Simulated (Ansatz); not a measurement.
Write the native input for Ansatz 0.2.0 that does the following.

```
Task                : single point
Functional          : PBE
Potentials or basis : Ansatz PAW
Cutoff              : 420 eV (not typed: the program's choice for these potentials)
k mesh              : 6 × 6 × 9
Occupations         : fermi-dirac, width 0.05 eV
Spin                : collinear spin, random start
Starting moments    : [-2.09, 4.04, 0.0, 0.0, 0.0, 0.0] μB
```

The system is MnO2.

```
Mn O
1.0
     4.40042    0.00000    0.00000
     0.00000    4.40042    0.00000
     0.00000    0.00000    2.86708
Mn O
2 4
Direct
  0.50000 0.50000 0.50000
  0.00000 0.00000 0.00000
  0.80492 0.19508 0.50000
  0.69508 0.69508 0.00000
  0.19508 0.80492 0.50000
  0.30492 0.30492 0.00000
```

The cell is a database's computed one.

One way to write it, as run:

input.yaml

```yaml
crystal:
  lattice:
    - [4.4004184607, 0.0, 0.0]
    - [0.0, 4.4004184607, 0.0]
    - [0.0, 0.0, 2.86707794]
  atoms:
    - { symbol: Mn, position: [0.5, 0.5, 0.5], spin: -2.09 }
    - { symbol: Mn, position: [0.0, 0.0, 0.0], spin: 4.04 }
    - { symbol: O, position: [0.80491615, 0.19508385, 0.5] }
    - { symbol: O, position: [0.69508385, 0.69508385, 0.0] }
    - { symbol: O, position: [0.19508385, 0.80491615, 0.5] }
    - { symbol: O, position: [0.30491615, 0.30491615, 0.0] }
hamiltonian:
  xc: pbe
  pseudopotentials: { kind: paw }
magnetization:
  spin_polarized: true
kpoints:
  mp_grid: { grid: [6, 6, 9] }
scf:
  occupations: { method: fermi_dirac, width: 0.05 }
output:
  forces: true
  stress: true
  eigenvalues: true
```

Potentials or basis: Ansatz PAW.

Launch:

```console
$ ansatz run input.yaml --threads 2 --pin off --max-ram 5632MiB --backend cpu --events-out ev --progress --plain --runs-dir out
```

It gave:

```json
{
 "Pressure": "3.0 GPa",
 "Largest force": "0.121 eV/Å",
 "Band gap on the k mesh": "none (metal or under the smearing width)",
 "Net moment": "0.00 μB per cell",
 "Absolute moment": "5.48 μB per cell",
 "Site moments": "Mn -2.21, +2.21; O +0.05, -0.05 μB"
}
```

Caveat: the pressure holds a Pulay correction of +0.9 GPa for the finite cutoff; semilocal functionals often make such compounds metallic where correlation or magnetic order opens a gap, which also shifts bond lengths.

Wall time 13 s on 2 threads of Arm Neoverse V2, with other jobs on the host, peak memory 0.49 GiB.
